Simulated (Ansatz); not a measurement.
# Ni: starts and ends of a spin-polarised SCF

Aim: see which self-consistent states Ni reaches from different starts at one fixed geometry, and which of them is lowest. System: Ni, its experimental structure (space group Fm-3m, primitive cell doubled); the cell holds 2 atoms. Source: COD entry 9013030; the sample's temperature and pressure aren't taken into account.

The COD cell was measured well above room temperature, so it is larger than a cold one.

Computed with Ansatz 0.2.0 (DFT PBE, PAW, plane waves, scalar-relativistic, unless a step's input says otherwise).

## Step 1: The system as given

The structure is cubic, space group Fm-3m (No. 225). Conventional cell: a = 3.581 Å, b = 3.581 Å, c = 3.581 Å, α = 90.00°, β = 90.00°, γ = 90.00°. Ni (site symmetry m-3m) is surrounded by 12 Ni at 2.53 Å.

Structure file:

```xyz
2
Lattice="-1.7905 -1.7905 -3.5810 1.7905 -1.7905 0.0000 -1.7905 -1.7905 0.0000" Properties=species:S:1:pos:R:3 pbc="T T T"
Ni    0.0000    0.0000    0.0000
Ni    0.0000   -1.7905   -1.7905
```

In tables a label like Ni2 counts atoms in the order of input.yaml; a structure file may count by element.

First come: parallel moments, plain SCF; opposed moments +-, plain SCF; no spin polarisation; spin on, no moments given (the program may seed its own), plain SCF. Further starts follow from what these give.

“Plain SCF” means no search for lower states. 

The total moment includes the space between the atomic spheres.

## Step 2: Parallel moments, plain SCF

Input file input.yaml:

```yaml
crystal:
  lattice:
    - [-1.7905, -1.7905, -3.581]
    - [1.7905, -1.7905, 0.0]
    - [-1.7905, -1.7905, 0.0]
  atoms:
    - { symbol: Ni, position: [0.0, 0.0, 0.0], spin: 2.0 }
    - { symbol: Ni, position: [0.5, 0.5, 0.0], spin: 2.0 }
magnetization:
  spin_polarized: true
hamiltonian:
  xc: pbe
  pseudopotentials: { kind: paw }
basis:
  ecutwfc: 420
kpoints:
  mp_grid: { grid: [9, 12, 15] }
scf:
  occupations: { method: fermi_dirac, width: 0.1 }
  lower_state_search: "off"
output:
  forces: true
  stress: true
```

Standard output, cut to the lines that bear on the results:

```text
Warning: crystal.symmetry: narrowed to the stabiliser of the k-point mesh — unitary ops 32 → 8; excluded 24 operations that carry a point of the 9×12×15 mesh (shift [0, 0, 0]) off the mesh (the run samples exactly the mesh kpoints.mp_grid names, as under crystal.symmetry.detect: false, [...]
Pseudopotentials: kind: paw
Pseudopotential: Ni, paw, valence charge 18, recommended cutoff 420 eV (normal), Ni.paw.azcp
Functional definition: PBE
[...]
Crystal: 2 atoms, lattice volume = 22.961 Å³
Basis set: ecut = 420 eV, 451 PW (Γ), exchange–correlation on 60×36×36 points (8 copies of the dense FFT grid, shifted against one another)
Bands: 24, of which v1, the nominal top of the filled ones, is band 18 counted from 1 (17 counted from 0)
Symmetry: 8 space group operations
k-points: 476 of 1620
[...]
Starting moments: Σ|m| = 4 μB on 2 of 2 sites
[...]
SCF iter   1: F=—  HF=-11678.925328 eV  |F-HF|=—  |Δ(HF+E_count)|=         —  Δρ=1.29e-1 (↑1.08e-1 ↓1.29e-1)  dr2=6.18e-2  dr2_m=2.93e0  M=1.875 μB ∫|m|=2.097 μB  β_m=0.30  ethr=1.72e-4  ⟨swp⟩=1.0  Hψ=112146  notcnv=0
[...]
spin-set hold released at iteration 1 (the charge has settled, or the pull on large starting moments outlasts its swing): the magnetisation degrees of freedom join the quasi-Newton model from the next iteration; the mixer history was flushed
[...]
SCF iter  10: F=-11679.463760 eV  HF=-11679.463760 eV  |F-HF|=3.59e-9  |Δ(HF+E_count)|=   6.61e-9  Δρ=7.41e-6 (↑1.27e-6 ↓7.41e-6)  dr2=5.76e-9  dr2_m=2.56e-9  M=1.297 μB ∫|m|=1.488 μB  ethr=5.63e-11  ⟨swp⟩=2.1  Hψ=69120  notcnv=0
[...]
SCF converged after 10 iterations
Magnetization: 1.2973 μB (18.6486 up, 17.3514 down)
Absolute magnetization: 1.4893 μB (∫|ρ↑−ρ↓|, with the PAW one-centre terms)
Spin contamination: 0.0159 ħ² per cell (⟨S²⟩ above its minimum at these occupations)
Per-site moments (μB) at R_I (Å): [(0.688990792923196, 1.0445116206644736), (0.6889907929231955, 1.0445116206644736)]
Free energy (F): -11679.463760 eV
[...]
E sigma→0 (E₀):  -11679.408037 eV
Entropy (-TS):   -0.111447 eV (-55.723 meV/atom)
Fermi energy:    16.984832 eV
[...]
--- Forces (eV/Å), atoms counted from 1 ---
  atom   1  Ni     0.00000000    -0.00000000     0.00000000
  atom   2  Ni     0.00000000    -0.00000000     0.00000000
[...]
--- Stress (GPa, compression-positive) ---
       -8.796432      -0.080515       0.002817
       -0.080515      -8.796432       0.002817
        0.002818       0.002818      -8.908424
  P = ⅓ Tr σ = -8.8338 GPa (-88.338 kbar)
```

Run time: 16 s. Hardware: 2 threads of an x86-64 CPU, shared host; peak memory 0.67 GiB.

Result: ferromagnetic, site moments Ni1 0.69, Ni2 0.69 μB, total 1.30 μB per cell, no gap on the k-mesh.

## Step 3: Opposed moments +-, plain SCF

Changes to input.yaml since step 2:

```diff
@@ -7,3 +7,3 @@
     - { symbol: Ni, position: [0.0, 0.0, 0.0], spin: 2.0 }
-    - { symbol: Ni, position: [0.5, 0.5, 0.0], spin: 2.0 }
+    - { symbol: Ni, position: [0.5, 0.5, 0.0], spin: -2.0 }
 magnetization:
```

Standard output, cut to the lines that bear on the results:

```text
Warning: crystal.symmetry: narrowed to the stabiliser of the k-point mesh — unitary ops 16 → 4; excluded 12 operations that carry a point of the 9×12×15 mesh (shift [0, 0, 0]) off the mesh (the run samples exactly the mesh kpoints.mp_grid names, as under crystal.symmetry.detect: false, [...]
[... 11 lines as in an earlier run ...]
Symmetry: 4 space group operations
[... 5 lines as in an earlier run ...]
Starting moments: Σ|m| = 4 μB on 2 of 2 sites
[... 2 lines as in an earlier run ...]
spin-down is spin-up translated by (0.5, 0.5, 0): one eigenproblem is solved per k-point and the antiferromagnetic symmetry of the starting moments is kept exactly by this SCF (crystal.symmetry.spin_inversion_symmetry: false solves both channels; [...]
SCF iter   1: F=—  HF=-11678.562115 eV  |F-HF|=—  |Δ(HF+E_count)|=         —  Δρ=1.42e-1 (↑1.42e-1 ↓1.42e-1)  dr2=1.31e-1  dr2_m=4.19e0  M=0.000 μB ∫|m|=1.797 μB  β_m=0.30  ethr=3.64e-4  ⟨swp⟩=1.3  Hψ=56854  notcnv=0
[...]
[... 1 line as in an earlier run ...]
[...]
SCF iter  14: F=-11679.386877 eV  HF=-11679.386877 eV  |F-HF|=2.31e-10  |Δ(HF+E_count)|=   4.08e-9  Δρ=8.77e-7 (↑8.77e-7 ↓8.77e-7)  dr2=3.17e-10  dr2_m=2.96e-11  M=0.000 μB ∫|m|=0.000 μB  ethr=5.97e-12  ⟨swp⟩=2.0  Hψ=33432  notcnv=0
WARN: the starting moments were not kept: the SCF closed with an absolute magnetisation of 3.1e-5 μB, where they sum to 4 μB in size (2 sites). That is at most 0.1 of that sum. Measured as dr2_m measures the in/out step, that magnetisation stands 1.3e-9 eV from none, at or under the [...]
SCF converged after 14 iterations
Magnetization: 0.0000 μB (18.0000 up, 18.0000 down)
Absolute magnetization: 0.0000 μB (∫|ρ↑−ρ↓|, with the PAW one-centre terms)
Spin contamination: 0.0000 ħ² per cell (⟨S²⟩ above its minimum at these occupations)
Per-site moments (μB) at R_I (Å): [(1.527365717816806e-5, 1.0445116206644736), (-1.527365717816806e-5, 1.0445116206644736)]
Free energy (F): -11679.386877 eV
[...]
E sigma→0 (E₀):  -11679.296079 eV
Entropy (-TS):   -0.181596 eV (-90.798 meV/atom)
Fermi energy:    16.817908 eV
[...]
--- Forces (eV/Å), atoms counted from 1 ---
  atom   1  Ni    -0.00000000     0.00000000     0.00000000
  atom   2  Ni     0.00000000    -0.00000000     0.00000000
[...]
--- Stress (GPa, compression-positive) ---
       -9.837498       0.043182      -0.006912
        0.043182      -9.837498      -0.006912
       -0.006912      -0.006912      -9.717949
  P = ⅓ Tr σ = -9.7976 GPa (-97.976 kbar)
```

Run time: 12 s. Hardware: 2 threads of an x86-64 CPU, shared host; peak memory 0.63 GiB.

The state reached is non-magnetic, no gap on the k-mesh. It lies 38.4 meV/atom above the lowest state so far (step 2).

## Step 4: No spin polarisation

Changes to input.yaml since step 3:

```diff
@@ -6,6 +6,4 @@
   atoms:
-    - { symbol: Ni, position: [0.0, 0.0, 0.0], spin: 2.0 }
-    - { symbol: Ni, position: [0.5, 0.5, 0.0], spin: -2.0 }
-magnetization:
-  spin_polarized: true
+    - { symbol: Ni, position: [0.0, 0.0, 0.0] }
+    - { symbol: Ni, position: [0.5, 0.5, 0.0] }
 hamiltonian:
```

Standard output, cut to the lines that bear on the results:

```text
[... 11 lines as in an earlier run ...]
Bands: 22, of which v1, the nominal top of the filled ones, is band 18 counted from 1 (17 counted from 0)
[... 5 lines as in an earlier run ...]
[...]
[... 2 lines as in an earlier run ...]
SCF iter   1: F=—  HF=-11679.386695 eV  |F-HF|=—  |Δ(HF+E_count)|=         —  Δρ=2.03e-3  dr2=4.70e-4  ethr=1.77e-3  ⟨swp⟩=4.4  Hψ=37882  notcnv=0
[...]
SCF iter   6: F=-11679.386877 eV  HF=-11679.386877 eV  |F-HF|=1.14e-9  |Δ(HF+E_count)|=   5.71e-9  Δρ=4.92e-6  dr2=1.68e-9  ethr=2.12e-11  ⟨swp⟩=2.2  Hψ=35765  notcnv=0
[...]
SCF converged after 6 iterations
Free energy (F): -11679.386877 eV
[...]
E sigma→0 (E₀):  -11679.296079 eV
Entropy (-TS):   -0.181596 eV (-90.798 meV/atom)
Fermi energy:    16.817905 eV
[... 24 lines left out: energy terms, forces, stress ...]
```

Wall time 5.2 s (2 threads of an x86-64 CPU, shared host); peak memory 0.52 GiB.

Nothing new: the 6 iterations lead to the state found in step 3 (non-magnetic).

## Step 5: Spin on, no moments given (the program may seed its own), plain SCF

Changes to input.yaml since step 4:

```diff
@@ -21 +21,3 @@
   stress: true
+magnetization:
+  spin_polarized: true
```

Standard output, cut to the lines that bear on the results:

```text
[... 1 line as in an earlier run ...]
band count auto-derived: 24 (N_el = 36.0; filled up to band 18; 22 by the electrons, moments and atoms)
[... 19 lines as in an earlier run ...]
[...]
SCF iter   1: F=—  HF=-11677.992715 eV  |F-HF|=—  |Δ(HF+E_count)|=         —  Δρ=1.78e-1 (↑1.78e-1 ↓1.71e-1)  dr2=1.28e-2  dr2_m=6.39e0  M=2.577 μB ∫|m|=2.577 μB  ethr=7.23e-4  ⟨swp⟩=1.3  Hψ=56797  notcnv=0
[...]
SCF iter  10: F=-11679.463760 eV  HF=-11679.463760 eV  |F-HF|=2.75e-9  |Δ(HF+E_count)|=   4.20e-7  Δρ=6.52e-6 (↑5.39e-6 ↓6.52e-6)  dr2=2.03e-9  dr2_m=4.42e-9  M=1.297 μB ∫|m|=1.488 μB  ethr=2.78e-10  ⟨swp⟩=2.9  Hψ=85182  notcnv=0
[...]
SCF converged after 10 iterations
Magnetization: 1.2973 μB (18.6486 up, 17.3514 down)
Absolute magnetization: 1.4895 μB (∫|ρ↑−ρ↓|, with the PAW one-centre terms)
Spin contamination: 0.0159 ħ² per cell (⟨S²⟩ above its minimum at these occupations)
Per-site moments (μB) at R_I (Å): [(0.6890213070932477, 1.0445116206644736), (0.6890213070932476, 1.0445116206644736)]
Free energy (F): -11679.463760 eV
[...]
E sigma→0 (E₀):  -11679.408039 eV
Entropy (-TS):   -0.111443 eV (-55.721 meV/atom)
Fermi energy:    16.984827 eV
[... 24 lines left out: energy terms, forces, stress ...]
```

Wall time 15 s (2 threads of an x86-64 CPU, shared host); peak memory 0.67 GiB.

The run ends in the same state as step 2 (ferromagnetic); it took 10 iterations.

## Step 6: Parallel moments scaled by 0.03, plain SCF

Changes to input.yaml since step 5:

```diff
@@ -6,4 +6,6 @@
   atoms:
-    - { symbol: Ni, position: [0.0, 0.0, 0.0] }
-    - { symbol: Ni, position: [0.5, 0.5, 0.0] }
+    - { symbol: Ni, position: [0.0, 0.0, 0.0], spin: 0.06 }
+    - { symbol: Ni, position: [0.5, 0.5, 0.0], spin: 0.06 }
+magnetization:
+  spin_polarized: true
 hamiltonian:
@@ -21,3 +23 @@
   stress: true
-magnetization:
-  spin_polarized: true
```

Standard output, cut to the lines that bear on the results:

```text
[... 11 lines as in an earlier run ...]
Bands: 23, of which v1, the nominal top of the filled ones, is band 18 counted from 1 (17 counted from 0)
[... 6 lines as in an earlier run ...]
Starting moments: Σ|m| = 0.12 μB on 2 of 2 sites
[... 2 lines as in an earlier run ...]
[...]
SCF iter   1: F=—  HF=-11679.410920 eV  |F-HF|=—  |Δ(HF+E_count)|=         —  Δρ=2.89e-2 (↑2.89e-2 ↓2.00e-2)  dr2=2.60e-1  dr2_m=5.44e-3  M=0.164 μB ∫|m|=0.168 μB  β_m=1.00  ethr=7.22e-4  ⟨swp⟩=1.0  Hψ=108356  notcnv=0
[...]
spin-set hold released at iteration 15 (site moments' squared step at or under half its running peak, from the soft ceiling on): the magnetisation degrees of freedom join the quasi-Newton model from the next iteration; the mixer history was flushed
[...]
SCF iter  22: F=-11679.463760 eV  HF=-11679.463760 eV  |F-HF|=3.14e-9  |Δ(HF+E_count)|=   7.99e-8  Δρ=4.15e-6 (↑3.98e-6 ↓4.15e-6)  dr2=6.87e-10  dr2_m=2.86e-9  M=1.297 μB ∫|m|=1.488 μB  ethr=2.78e-10  ⟨swp⟩=3.0  Hψ=83701  notcnv=0
[...]
SCF converged after 22 iterations
Magnetization: 1.2972 μB (18.6486 up, 17.3514 down)
Absolute magnetization: 1.4893 μB (∫|ρ↑−ρ↓|, with the PAW one-centre terms)
Spin contamination: 0.0159 ħ² per cell (⟨S²⟩ above its minimum at these occupations)
Per-site moments (μB) at R_I (Å): [(0.6889816006314459, 1.0445116206644736), (0.688981600631445, 1.0445116206644736)]
Free energy (F): -11679.463760 eV
[...]
E sigma→0 (E₀):  -11679.408035 eV
Entropy (-TS):   -0.111451 eV (-55.726 meV/atom)
Fermi energy:    16.984774 eV
[... 24 lines left out: energy terms, forces, stress ...]
```

Wall time 31 s (2 threads of an x86-64 CPU, shared host); peak memory 0.65 GiB.

This is the state of step 2 again (ferromagnetic), after 22 iterations.

## Step 7: Moments ++ scaled by 0.5, plain SCF

Changes to input.yaml since step 6:

```diff
@@ -6,4 +6,4 @@
   atoms:
-    - { symbol: Ni, position: [0.0, 0.0, 0.0], spin: 0.06 }
-    - { symbol: Ni, position: [0.5, 0.5, 0.0], spin: 0.06 }
+    - { symbol: Ni, position: [0.0, 0.0, 0.0], spin: 1.0 }
+    - { symbol: Ni, position: [0.5, 0.5, 0.0], spin: 1.0 }
 magnetization:
```

Standard output, cut to the lines that bear on the results:

```text
[... 18 lines as in an earlier run ...]
Starting moments: Σ|m| = 2 μB on 2 of 2 sites
[... 2 lines as in an earlier run ...]
[...]
SCF iter   1: F=—  HF=-11679.408461 eV  |F-HF|=—  |Δ(HF+E_count)|=         —  Δρ=4.08e-2 (↑1.43e-2 ↓4.08e-2)  dr2=1.91e-1  dr2_m=1.02e-1  M=1.393 μB ∫|m|=1.480 μB  β_m=0.30  ethr=5.32e-4  ⟨swp⟩=1.0  Hψ=108359  notcnv=0
[...]
spin-set hold released at iteration 7 (site moments contracting): the magnetisation degrees of freedom join the quasi-Newton model from the next iteration; the mixer history was flushed
[...]
SCF iter  14: F=-11679.463760 eV  HF=-11679.463760 eV  |F-HF|=1.01e-9  |Δ(HF+E_count)|=   1.39e-8  Δρ=3.83e-6 (↑7.71e-7 ↓3.83e-6)  dr2=1.29e-9  dr2_m=6.92e-10  M=1.297 μB ∫|m|=1.488 μB  ethr=1.94e-10  ⟨swp⟩=2.5  Hψ=71214  notcnv=0
[...]
SCF converged after 14 iterations
Magnetization: 1.2973 μB (18.6486 up, 17.3514 down)
Absolute magnetization: 1.4894 μB (∫|ρ↑−ρ↓|, with the PAW one-centre terms)
Spin contamination: 0.0159 ħ² per cell (⟨S²⟩ above its minimum at these occupations)
Per-site moments (μB) at R_I (Å): [(0.6889924519685425, 1.0445116206644736), (0.6889924519685425, 1.0445116206644736)]
Free energy (F): -11679.463760 eV
[...]
E sigma→0 (E₀):  -11679.408036 eV
Entropy (-TS):   -0.111448 eV (-55.724 meV/atom)
Fermi energy:    16.984815 eV
[... 24 lines left out: energy terms, forces, stress ...]
```

Run time: 19 s. Hardware: 2 threads of an x86-64 CPU, shared host; peak memory 0.65 GiB.

The run ends in the same state as step 2 (ferromagnetic); it took 14 iterations.

## Step 8: A moment on one site alone, plain SCF

Changes to input.yaml since step 7:

```diff
@@ -6,4 +6,4 @@
   atoms:
-    - { symbol: Ni, position: [0.0, 0.0, 0.0], spin: 1.0 }
-    - { symbol: Ni, position: [0.5, 0.5, 0.0], spin: 1.0 }
+    - { symbol: Ni, position: [0.0, 0.0, 0.0] }
+    - { symbol: Ni, position: [0.5, 0.5, 0.0], spin: 2.0 }
 magnetization:
```

Standard output, cut to the lines that bear on the results:

```text
[... 18 lines as in an earlier run ...]
Starting moments: Σ|m| = 2 μB on 1 of 2 sites
[... 2 lines as in an earlier run ...]
SCF iter   1: F=—  HF=-11679.253658 eV  |F-HF|=—  |Δ(HF+E_count)|=         —  Δρ=1.11e-1 (↑1.11e-1 ↓4.01e-2)  dr2=2.63e0  dr2_m=7.63e-1  M=1.438 μB ∫|m|=1.550 μB  β_m=0.30  ethr=3.10e-3  ⟨swp⟩=4.8  Hψ=78846  notcnv=0
[...]
spin-set hold released at iteration 5 (the charge has settled, or the pull on large starting moments outlasts its swing): the magnetisation degrees of freedom join the quasi-Newton model from the next iteration; the mixer history was flushed
[...]
SCF iter  23: F=-11679.463760 eV  HF=-11679.463760 eV  |F-HF|=9.62e-10  |Δ(HF+E_count)|=  2.09e-10  Δρ=1.59e-6 (↑1.59e-6 ↓1.44e-6)  dr2=1.10e-9  dr2_m=7.49e-11  M=1.297 μB ∫|m|=1.488 μB  ethr=6.19e-11  ⟨swp⟩=2.0  Hψ=64668  notcnv=0
[...]
SCF converged after 23 iterations
an eigenvalue changed by more than its tolerance at an iteration that met the thresholds in force, so the SCF went on 1 time: the last check found none over its tolerance
Magnetization: 1.2973 μB (18.6486 up, 17.3514 down)
Absolute magnetization: 1.4894 μB (∫|ρ↑−ρ↓|, with the PAW one-centre terms)
Spin contamination: 0.0159 ħ² per cell (⟨S²⟩ above its minimum at these occupations)
Per-site moments (μB) at R_I (Å): [(0.6889989814596185, 1.0445116206644736), (0.6890043328383912, 1.0445116206644736)]
Free energy (F): -11679.463760 eV
[...]
E sigma→0 (E₀):  -11679.408037 eV
Entropy (-TS):   -0.111447 eV (-55.724 meV/atom)
Fermi energy:    16.984820 eV
[... 24 lines left out: energy terms, forces, stress ...]
```

Wall time 27 s (2 threads of an x86-64 CPU, shared host); peak memory 0.66 GiB.

Nothing new: the 23 iterations lead to the state found in step 2 (ferromagnetic).

## Step 9: Comparing the starts

| step | iterations | state | moments of Ni1 Ni2 (μB) | total (μB) | gap (eV) | pressure (GPa) | above lowest (meV/atom) |
| --- | --- | --- | --- | --- | --- | --- | --- |
| 2 | 10 | 1 | 0.69 0.69 | 1.30 | none | -8.8 | 0.0 |
| 3 | 14 | 2 | 0.00 0.00 | 0.00 | none | -9.8 | 38.4 |
| 4 | 6 | 2 | 0.00 0.00 | 0.00 | none | -9.8 | 38.4 |
| 5 | 10 | 1 | 0.69 0.69 | 1.30 | none | -8.8 | 0.0 |
| 6 | 22 | 1 | 0.69 0.69 | 1.30 | none | -8.8 | 0.0 |
| 7 | 14 | 1 | 0.69 0.69 | 1.30 | none | -8.8 | 0.0 |
| 8 | 23 | 1 | 0.69 0.69 | 1.30 | none | -8.8 | 0.0 |

States are numbered from the lowest. Starts by step: 2 parallel moments, plain SCF; 3 opposed moments +-, plain SCF; 4 no spin polarisation; 5 spin on, no moments given (the program may seed its own), plain SCF; 6 parallel moments scaled by 0.03, plain SCF; 7 moments ++ scaled by 0.5, plain SCF; 8 a moment on one site alone, plain SCF.

The 7 runs of this session took 2.1 min in all, from 5.2 s to 31 s each.

Decimal logarithm of the largest residual (eV) by iteration, counted through all cycles of a run:

| iteration | step 2 | step 3 | step 4 | step 5 | step 6 | step 7 | step 8 |
| --- | --- | --- | --- | --- | --- | --- | --- |
| 1 | 0.5 | 0.6 | -3.3 | 0.8 | -0.6 | -0.7 | 0.4 |
| 2 | 0.2 | 0.4 | -3.9 | -0.4 | -1.4 | -1.3 | 0.9 |
| 3 | -1.3 | -0.1 | -6.2 | -0.6 | -1.8 | -1.5 | 0.1 |
| 4 | -1.3 | -1.2 | -6.9 | -0.2 | -2.3 | -1.8 | 0.1 |
| 5 | -2.1 | -1.8 | -8.1 | -2.5 | -2.2 | -2.1 | -0.1 |
| 7 | -5.3 | -3.6 | - | -3.3 | -1.9 | -2.5 | 1.3 |
| 9 | -7.6 | -4.1 | - | -6.0 | -1.8 | -2.8 | -0.6 |
| 11 | - | -5.2 | - | - | -1.9 | -5.9 | -1.6 |
| 13 | - | -8.7 | - | - | -2.2 | -7.2 | -1.6 |
| 15 | - | - | - | - | -2.5 | - | -2.5 |
| 17 | - | - | - | - | -1.8 | - | -2.3 |
| 19 | - | - | - | - | -2.8 | - | -5.6 |
| 21 | - | - | - | - | -6.2 | - | -7.0 |
| 23 | - | - | - | - | - | - | -9.0 |

## Step 10: Results

| quantity | value |
| --- | --- |
| distinct states | 2 from 7 converged runs |
| lowest state from plain starts | ferromagnetic |
| its moments | Ni1 0.69, Ni2 0.69 μB |
| total moment | 1.30 μB per cell |
| gap on the k-mesh | none |
| pressure | -8.8 GPa |
| largest force | 0.000 eV/Å |
| next state | non-magnetic, 38.4 meV/atom higher |

What this shows: The 7 converged runs end in 2 distinct states. Switching spin polarisation off costs 38.4 meV/atom in free energy, smearing entropy included. A lower state than any found can't be excluded. The mesh has less symmetry than the lattice, which lowers the symmetry of the run.
